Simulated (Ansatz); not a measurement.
A plane-wave DFT run in Ansatz 0.2.0 (scalar-relativistic PAW potentials unless the input names others): input and command.

```yaml
crystal:
  lattice:
    - [3.6599442633, 0.0, 0.0]
    - [-1.8299721317, 3.1696047084, 0.0]
    - [0.0, 0.0, 12.5839266011]
  atoms:
    - { symbol: Mg, position: [0.0, 0.0, 0.0] }
    - { symbol: S, position: [0.6666666667, 0.3333333333, 0.1209255961] }
    - { symbol: Mg, position: [0.3333333333, 0.6666666667, 0.25] }
    - { symbol: S, position: [0.6666666667, 0.3333333333, 0.3790744039] }
    - { symbol: Mg, position: [0.0, 0.0, 0.5] }
    - { symbol: S, position: [0.3333333333, 0.6666666667, 0.6209255961] }
    - { symbol: Mg, position: [0.6666666667, 0.3333333333, 0.75] }
    - { symbol: S, position: [0.3333333333, 0.6666666667, 0.8790744039] }
basis:
  ecutwfc: 420
kpoints:
  mp_grid: { grid: [9, 9, 3] }
hamiltonian:
  xc: pbe
scf:
  occupations: { method: gaussian, width: 5.0 }
  max_iter: 80
output:
  forces: true
  eigenvalues: true
  stress: true
```

```bash
ansatz run input.yaml --threads 1 --pin off --max-ram 2560MiB --backend cpu --events-out ev --progress --plain --runs-dir out
```

Abridged log:
```
Basis set: ecut = 420 eV, 2803 PW (Γ), exchange–correlation on 50×50×180 points (8 copies of the dense FFT grid, shifted against one another)
Bands: 84, of which v1, the nominal top of the filled ones, is band 32 counted from 1 (31 counted from 0)
Symmetry: 24 space group operations
k-points: 24 of 243
SCF iter   1: F=—  HF=-11327.142740 eV  |F-HF|=—  |Δ(HF+E_count)|=         —  Δρ=2.45e-2  dr2=1.83e0  ethr=1.77e-3  ⟨swp⟩=7.5  Hψ=11278  notcnv=0
SCF iter   2: F=—  HF=-11326.769364 eV  |F-HF|=—  |Δ(HF+E_count)|=   3.73e-1  Δρ=1.38e-2  dr2=6.10e-1  ethr=1.77e-3  ⟨swp⟩=1.0  Hψ=2328  notcnv=0
SCF iter   3: F=—  HF=-11326.629341 eV  |F-HF|=—  |Δ(HF+E_count)|=   1.40e-1  Δρ=3.49e-3  dr2=3.37e-2  ethr=9.54e-4  ⟨swp⟩=1.3  Hψ=2080  notcnv=0
SCF iter   4: F=—  HF=-11326.626420 eV  |F-HF|=—  |Δ(HF+E_count)|=   2.92e-3  Δρ=7.62e-4  dr2=1.73e-3  ethr=5.26e-5  ⟨swp⟩=1.5  Hψ=2281  notcnv=0
SCF iter   5: F=—  HF=-11326.626234 eV  |F-HF|=—  |Δ(HF+E_count)|=   1.86e-4  Δρ=2.97e-4  dr2=3.00e-4  ethr=2.71e-6  ⟨swp⟩=1.8  Hψ=3024  notcnv=0
SCF iter   6: F=—  HF=-11326.626202 eV  |F-HF|=—  |Δ(HF+E_count)|=   3.19e-5  Δρ=7.90e-5  dr2=2.02e-5  ethr=4.69e-7  ⟨swp⟩=2.0  Hψ=2894  notcnv=0
SCF iter   7: F=—  HF=-11326.626367 eV  |F-HF|=—  |Δ(HF+E_count)|=   1.65e-4  Δρ=1.83e-5  dr2=5.65e-7  ethr=3.15e-8  ⟨swp⟩=1.9  Hψ=2821  notcnv=0
SCF iter   8: F=-11326.626367 eV  HF=-11326.626367 eV  |F-HF|=8.37e-9  |Δ(HF+E_count)|=   2.16e-7  Δρ=4.00e-6  dr2=2.47e-8  ethr=1.56e-10  ⟨swp⟩=8.5  Hψ=7773  notcnv=0
SCF 1 converged in 8 iterations: F = -11326.626367 eV  dr2 = 2.47e-8
SCF converged after 8 iterations
Free energy (F): -11326.626367 eV
Harris-Foulkes:  -11326.626367 eV  (|F-HF|=8.37e-9)
Internal energy: -11291.585599 eV  (E = F + TS)
E sigma→0 (E₀):  -11309.105983 eV
Entropy (-TS):   -35.040768 eV (-4380.096 meV/atom)
Fermi energy:    7.735859 eV
--- Forces (eV/Å), atoms counted from 1 ---
  atom   1  Mg     0.00000000     0.00000000     0.00000000
  atom   2  S      0.00000000     0.00000000    -0.04714147
  atom   3  Mg     0.00000000     0.00000000     0.00000000
  atom   4  S      0.00000000     0.00000000     0.04714147
  atom   5  Mg     0.00000000     0.00000000     0.00000000
  atom   6  S      0.00000000     0.00000000    -0.04714147
  atom   7  Mg     0.00000000     0.00000000     0.00000000
  atom   8  S      0.00000000     0.00000000     0.04714147
--- Stress (GPa, compression-positive) ---
       13.278442       0.000000       0.000000
        0.000000      13.278442       0.000000
        0.000000       0.000000      14.881325
  P = ⅓ Tr σ = 13.8127 GPa (138.127 kbar)
```

**Question.** What should be changed?

**Answer.** The fault is a smearing of electronvolts (scf.occupations: {"method": "gaussian", "width": 0.02} → {"method": "gaussian", "width": 5.0}, the first being the value of the sound run). Setting it back cures it. The run converged all the same, with an energy at zero smearing 622 meV/atom above the reference's, pressure 13.81 GPa, largest force 0.047 eV/Å, gap on the mesh 2.89 eV, so convergence alone doesn't show that an input is right. A reference run on usual settings, whose relaxation ended at this geometry, converged, and the end of its own relaxation has pressure 0.00 GPa, largest force 0.000 eV/Å, gap on the mesh 2.32 eV.

It took 15 s on 1 thread of Arm Neoverse V1 (shared host), peak memory 0.49 GiB.